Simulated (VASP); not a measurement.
Write the native input for VASP 6.6.1 that does the following.

```
Task                   : single point
Functional             : PBE
Dispersion             : D3(BJ)
Potentials or basis    : VASP PAW PBE potentials, release 64 (Ti_sv, Al)
Cutoff                 : 520 eV
k mesh                 : 16 × 16 × 16
Occupations            : gaussian, width 0.1 eV
Spin                   : no spin polarisation
Dipole correction      : no
Further INCAR settings : ALGO = Fast; EDIFF = 1e-06; NBANDS = 18
```

The structure of TiAl3 lies in POSCAR:

```
TiAl3
1.0
   -1.8973259892      1.8973259892      4.2484991951
    1.8973259892     -1.8973259892      4.2484991951
    1.8973259892      1.8973259892     -4.2484991951
Ti Al
1 3
Direct
    0.0000000000      0.0000000000      0.0000000000
    0.5000000000      0.5000000000      0.0000000000
    0.7500000000      0.2500000000      0.5000000000
    0.2500000000      0.7500000000      0.5000000000
```

The cell comes from a database or a generator and needn't be the stable form of this composition.

The cell isn't the ideal one: relaxed again under DFT PBE+D3(BJ), scalar-relativistic, plane waves, PAW.

These files were run (other wordings do the same):

INCAR

```
PREC = Accurate ; ENCUT = 520
EDIFF = 1E-6 ; ISMEAR = 0
SIGMA = 0.1 ; LREAL = False
LASPH = True ; NELM = 100
ALGO = Fast ; ISIF = 2
LWAVE = False ; LCHARG = False
GGA = PE ; IVDW = 12
NBANDS = 18
```

KPOINTS

```
regular mesh
0
Gamma
  16 16 16
```

Potentials or basis: VASP PAW PBE potentials, release 64 (Ti_sv, Al).

Run with:

```bash
$ cat potpaw_PBE.64/Ti_sv/POTCAR potpaw_PBE.64/Al/POTCAR > POTCAR
$ mpirun -np 1 vasp_std > vasp.out
```

Results of the run:

```yaml
Pressure: -0.1 GPa
Band_gap_on_the_k_mesh: none (metal or under the smearing width)
Dispersion_energy_per_atom: -0.435 eV
```

Caveat: pairwise dispersion overbinds metals, which lowers pressure and volume.

Wall time 16 min on 1 thread of Intel(R) Xeon(R) Platinum 8488C (Sapphire Rapids), with other jobs on the host, peak memory 0.53 GiB.
